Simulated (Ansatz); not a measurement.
# HfO2: the cost of one run

Method: DFT PBE, scalar-relativistic, plane waves, PAW, in Ansatz 0.2.0.

### Step 1. The starting structure

The structure is trigonal, space group R-3m (No. 166). The conventional cell has a = 2.984 Å, b = 2.984 Å, c = 13.519 Å, α = 90.00°, β = 90.00°, γ = 120.00°. Hf (site symmetry -3m) has 6 O at 2.06 Å as nearest neighbours. Around O (site symmetry 3m) lie 3 Hf at 2.06 Å.

Coordinates:

```
Hf O
1.0
     1.49198    0.86140    4.50618
    -1.49198    0.86140    4.50618
     0.00000   -1.72280    4.50618
Hf O
1 2
Direct
  0.00000 0.00000 0.00000
  0.75000 0.75000 0.75000
  0.25000 0.25000 0.25000
```

This is candidate A: cadmium chloride type (R-3m, No. 166).

(A quick probe on a coarse mesh, which set the mesh and smearing, is not shown.)

### Step 3. Rough relaxation on the coarse mesh (candidate A)

Contents of input.yaml:

```yaml
crystal:
  lattice:
    - [1.4919847344, 0.861397788, 4.5061755668]
    - [-1.4919847344, 0.861397788, 4.5061755668]
    - [0.0, -1.7227955761, 4.5061755668]
  atoms:
    - { symbol: Hf, position: [0.0, 0.0, 0.0] }
    - { symbol: O, position: [0.75, 0.75, 0.75] }
    - { symbol: O, position: [0.25, 0.25, 0.25] }
basis:
  ecutwfc: 420
kpoints:
  mp_grid: { grid: [6, 6, 6] }
hamiltonian:
  xc: pbe
scf:
  occupations: { method: gaussian, width: 0.1 }
  lower_state_search: "off"
output:
  forces: true
  stress: true
  eigenvalues: true
relax:
  adjacent_minimum: "off"
  f_tol: 0.04
  max_steps: 70
  cell: { stress_tol: 0.4 }
```

Launch:

```
> ansatz run input.yaml --threads 1 --pin off --max-ram 2560MiB --backend cpu --events-out ev --progress --plain --runs-dir out
```

Q: Estimate wall time and peak memory on 1 thread of Intel Xeon Platinum 8259CL at 2.50GHz (Skylake/Cascade Lake), shared host.

About 21 s, with a peak of 0.41 GiB.
